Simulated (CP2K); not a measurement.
# Al (P-1) in CP2K: settings compared

One crystal, Al, is run at these levels: PBE, vdW-DF-cx; tasks: single point.

Everything below comes from runs of CP2K 2026.2. Logs are shortened: lines on timing, memory, paths and dates and some standing lists are left out, and cuts for length are marked.

## 1. The crystal as given

The typed cell holds 1 atom: a = 2.824 Å, b = 2.645 Å, c = 2.800 Å, α = 110.77°, β = 108.30°, γ = 109.45°.

This isn't the form of Al at room conditions, which is fcc.

## 2. Single point, PBE

al_scf.inp reads:

```
&GLOBAL
  PROJECT al_scf
  RUN_TYPE ENERGY_FORCE
  PRINT_LEVEL LOW
&END GLOBAL
&FORCE_EVAL
  METHOD QS
  STRESS_TENSOR ANALYTICAL
  &DFT
    BASIS_SET_FILE_NAME BASIS_MOLOPT_UZH
    POTENTIAL_FILE_NAME POTENTIAL_UZH
    &MGRID
      CUTOFF 675
      REL_CUTOFF 60
      NGRIDS 5
    &END MGRID
    &QS
      METHOD GPW
      EPS_DEFAULT 1.0E-9
    &END QS
    &KPOINTS
      SCHEME MONKHORST-PACK 11 12 12
      GAMMA_CENTERED T
      SYMMETRY T
      SYMMETRY_BACKEND SPGLIB
    &END KPOINTS
    &SCF
      SCF_GUESS ATOMIC
      EPS_SCF 1.0E-6
      MAX_SCF 100
      ADDED_MOS 8
      CHOLESKY OFF
      EPS_EIGVAL 1.0E-7
      &DIAGONALIZATION ON
        ALGORITHM STANDARD
      &END DIAGONALIZATION
      &MIXING ON
        METHOD BROYDEN_MIXING
        ALPHA 0.4
        BETA 1.5
        NBUFFER 8
      &END MIXING
      &SMEAR ON
        METHOD FERMI_DIRAC
        ELECTRONIC_TEMPERATURE [K] 580.226
      &END SMEAR
    &END SCF
    &XC
      &XC_FUNCTIONAL PBE
      &END XC_FUNCTIONAL
    &END XC
    &PRINT
      &KPOINTS ON
      &END KPOINTS
      &MULLIKEN ON
      &END MULLIKEN
      &MO ON
        ENERGIES T
        OCCUPATION_NUMBERS T
        &EACH
          QS_SCF 0
        &END EACH
        ADD_LAST NUMERIC
      &END MO
    &END PRINT
  &END DFT
  &SUBSYS
    &CELL
      A 2.8244943504 0.0000000000 0.0000000000
      B -0.8808391247 2.4944476257 0.0000000000
      C -0.8793750862 -1.3637441681 2.2817426864
      PERIODIC XYZ
    &END CELL
    &COORD
      Al  0.0000000000 0.0000000000 0.0000000000
    &END COORD
    &KIND Al
      BASIS_SET TZVP-MOLOPT-PBE-GTH-q3
      POTENTIAL GTH-PBE-q3
    &END KIND
    &PRINT
      &ATOMIC_COORDINATES ON
      &END ATOMIC_COORDINATES
      &CELL ON
      &END CELL
    &END PRINT
  &END SUBSYS
  &PRINT
    &FORCES ON
    &END FORCES
    &STRESS_TENSOR ON
    &END STRESS_TENSOR
  &END PRINT
&END FORCE_EVAL
```

Potentials or basis: POTENTIAL_UZH Al GTH-PBE-q3; TZVP-MOLOPT-PBE-GTH basis.

Launch:

```bash
OMP_NUM_THREADS=1 cp2k.psmp -i al_scf.inp -o al_scf.out
```

al_scf.out:

```text

 CP2K| version string:                                       CP2K version 2026.2
 CP2K| Input file name                                                al_scf.inp

 GLOBAL| Force Environment number                                              1
 GLOBAL| Basis set file name                                    BASIS_MOLOPT_UZH
 GLOBAL| Potential file name                                       POTENTIAL_UZH
 GLOBAL| MM Potential file name                                     MM_POTENTIAL
 GLOBAL| Coordinate file name                                      __STD_INPUT__
 GLOBAL| Method name                                                        CP2K
 GLOBAL| Project name                                                     al_scf
 GLOBAL| Run type                                                   ENERGY_FORCE
 GLOBAL| FFT library                                                       FFTW3
[... 8 lines left out ...]
 GLOBAL| CPU model name                                                  UNKNOWN

 CELL| Volume [angstrom^3]:                                            16.076140
 CELL| Vector a [angstrom]:       2.824     0.000     0.000   |a| =     2.824494
 CELL| Vector b [angstrom]:      -0.881     2.494     0.000   |b| =     2.645401
 CELL| Vector c [angstrom]:      -0.879    -1.364     2.282   |c| =     2.799901
 CELL| Angle (b,c), alpha [degree]:                                   110.774947
 CELL| Angle (a,c), beta  [degree]:                                   108.304896
 CELL| Angle (a,b), gamma [degree]:                                   109.449141
 CELL| Numerically orthorhombic:                                              NO
 CELL| Periodicity                                                           XYZ

 CELL_REF| Volume [angstrom^3]:                                        16.076140
 CELL_REF| Vector a [angstrom     2.824     0.000     0.000   |a| =     2.824494
 CELL_REF| Vector b [angstrom    -0.881     2.494     0.000   |b| =     2.645401
 CELL_REF| Vector c [angstrom    -0.879    -1.364     2.282   |c| =     2.799901
 CELL_REF| Angle (b,c), alpha [degree]:                               110.774947
 CELL_REF| Angle (a,c), beta  [degree]:                               108.304896
 CELL_REF| Angle (a,b), gamma [degree]:                               109.449141
 CELL_REF| Numerically orthorhombic:                                          NO
 CELL_REF| Periodicity                                                       XYZ
[... 9 lines left out ...]
 TOTAL NUMBERS AND MAXIMUM NUMBERS

  Total number of            - Atomic kinds:                                   1
                             - Atoms:                                          1
                             - Shell sets:                                     1
                             - Shells:                                         7
                             - Primitive Cartesian functions:                  4
                             - Cartesian basis functions:                     18
                             - Spherical basis functions:                     17

[... 111 lines left out ...]
    10 Broy./Diag. 0.40E+00    4.2     0.00000029        -2.0682106899  7.61E-07

  *** SCF run converged in    10 steps ***

  Electronic density on regular grids:         -2.9999999999        0.0000000001
  Core density on regular grids:                2.9999999924       -0.0000000076
  Total charge density on r-space grids:       -0.0000000075
  Total charge density g-space grids:          -0.0000000075

  Overlap energy of the core charge distribution:               0.00000000000001
  Self energy of the core charge distribution:                 -5.64177408513588
  Core Hamiltonian energy:                                      1.19543771442770
  Hartree energy:                                               3.18851895678612
  Exchange-correlation energy:                                 -0.81026311850699
  Electronic entropic energy:                                  -0.00013015751382
  Fermi energy:                                                 0.26794951282566

  Total energy:                                                -2.06821068991193
  Total energy (extrapolated to T->0):                         -2.06814561115502

 MO| EIGENVALUES AND OCCUPATION NUMBERS FOR K POINT 1
 MO|
 MO|  Index      Eigenvalue [a.u.]        Eigenvalue [eV]             Occupation
 MO|      1               0.235404               6.405673               2.000000
 MO|      2               0.251268               6.837360               1.999772
 MO|      3               0.282791               7.695121               0.000621
 MO|      4               0.511202              13.910522               0.000000
 MO|      5               0.592191              16.114344               0.000000
 MO|      6               0.663516              18.055187               0.000000
 MO|      7               1.020116              27.758773               0.000000
 MO|      8               1.202918              32.733052               0.000000
 MO|      9               1.269650              34.548944               0.000000
 MO|     10               1.583608              43.092176               0.000000
 MO| Sum:                                                               4.000393
 MO| E(Fermi):            0.267950 a.u.          7.291277 eV
[... 199 lines left out ...]
 MO|
 MO|  Index      Eigenvalue [a.u.]        Eigenvalue [eV]             Occupation
 MO|      1               0.135920               3.698563               2.000000
 MO|      2               0.239082               6.505744               2.000000
 MO|      3               0.271191               7.379475               0.292590
 MO|      4               0.640657              17.433165               0.000000
 MO|      5               0.740561              20.151686               0.000000
 MO|      6               0.785269              21.368262               0.000000
 MO|      7               0.911375              24.799768               0.000000
 MO|      8               1.179044              32.083429               0.000000
 MO|      9               1.236449              33.645486               0.000000
 MO|     10               1.551206              42.210456               0.000000
 MO| Sum:                                                               4.292590
 MO| E(Fermi):            0.267950 a.u.          7.291277 eV

 [... the levels of further k-points ...]

 !-----------------------------------------------------------------------------!
                     Mulliken Population Analysis

 #  Atom  Element  Kind  Atomic population                           Net charge
       1     Al       1          3.000000                              0.000000
 # Total charge                              3.000000                  0.000000

 !-----------------------------------------------------------------------------!

 ENERGY| Total FORCE_EVAL ( QS ) energy [hartree]             -2.068210471812892

 FORCES| Atomic forces [hartree/bohr]
 FORCES|   Atom     x               y               z               |f|
 FORCES|      1 -4.82065325E-16  1.39325537E-15  1.04042412E-15   1.80444725E-15
 FORCES| Sum    -4.82065325E-16  1.39325537E-15  1.04042412E-15
 FORCES| Total atomic force                                       1.80444725E-15

 STRESS| Analytical stress tensor [bar]
 STRESS|                        x                   y                   z
 STRESS|      x        2.13537371018E+04  -2.18439443964E+04   9.53910017349E+03
 STRESS|      y       -2.18439443964E+04   7.76008799790E+04   4.45659497012E+03
 STRESS|      z        9.53910017349E+03   4.45659497012E+03   2.82042620975E+04
 STRESS| 1/3 Trace                                             4.23862930595E+04
 STRESS| Determinant                                           2.39359007087E+13

 STRESS| Eigenvectors and eigenvalues of the analytical stress tensor [bar]
 STRESS|                        1                   2                   3
 STRESS| Eigenvalues   8.34413035447E+03   3.37043645000E+04   8.51103843239E+04
 STRESS|      x           0.834453005440      0.447696020885     -0.321335423810
 STRESS|      y           0.293215872824      0.133011883441      0.946748272133
 STRESS|      z          -0.466596864151      0.884237587839      0.020279413627
```

Wall time 48 s (1 thread of Arm Neoverse V2, shared host); peak memory 0.24 GiB.

Results:

| Item | Value |
| --- | --- |
| Free energy | -56.2789 eV |
| Pressure | 4.2 GPa |
| Band gap on the k mesh | none (metal or under the smearing width) |

Stress tensor (GPa, compression positive):
```
 2.14 -2.18  0.95
-2.18  7.76  0.45
 0.95  0.45  2.82
```

Caveat: the basis of atomic orbitals isn't converged, which shifts pressures, moduli and gaps.

## 3. Single point, vdW-DF-cx

al_scf.inp, as its differences from that of step 2:

```diff
@@ -48,4 +48,16 @@
     &XC
-      &XC_FUNCTIONAL PBE
+      &XC_FUNCTIONAL
+        &GGA_X_LV_RPW86
+        &END GGA_X_LV_RPW86
+        &LDA_C_PW
+        &END LDA_C_PW
       &END XC_FUNCTIONAL
+      &VDW_POTENTIAL
+        POTENTIAL_TYPE NON_LOCAL
+        &NON_LOCAL
+          TYPE DRSLL
+          KERNEL_FILE_NAME vdW_kernel_table.dat
+          CUTOFF 300
+        &END NON_LOCAL
+      &END VDW_POTENTIAL
     &END XC
```

Potentials or basis: POTENTIAL_UZH Al GTH-PBE-q3; TZVP-MOLOPT-PBE-GTH basis.

Launch:

```bash
OMP_NUM_THREADS=1 cp2k.psmp -i al_scf.inp -o al_scf.out
```

Run time: 53 s. Hardware: 1 thread of Arm Neoverse V2, shared host; peak memory 0.27 GiB.

The run converged. Its results:

| Item | Value |
| --- | --- |
| Free energy | -56.3385 eV |
| Pressure | 4.8 GPa |
| Band gap on the k mesh | none (metal or under the smearing width) |

Stress tensor (GPa, compression positive):
```
 2.87 -2.08  0.95
-2.08  8.10  0.36
 0.95  0.36  3.49
```

Levels at points of the mesh, in eV from the Fermi level:
```csv
k point,band 1,band 2,band 3,band 4,band 5
"(0.00, 0.00, 0.00)",-11.34,12.97,13.86,14.11,14.29
"(0.00, 0.00, 0.50)",-4.55,-4.20,7.98,8.95,11.49
"(0.00, 0.50, 0.00)",-3.91,-2.95,7.12,8.29,9.17
"(0.00, 0.50, 0.50)",-4.38,-3.79,8.47,9.73,11.11
```

Caveat: the potentials were made for another functional, which shifts forces and pressure; the basis of atomic orbitals isn't converged, which shifts pressures, moduli and gaps.
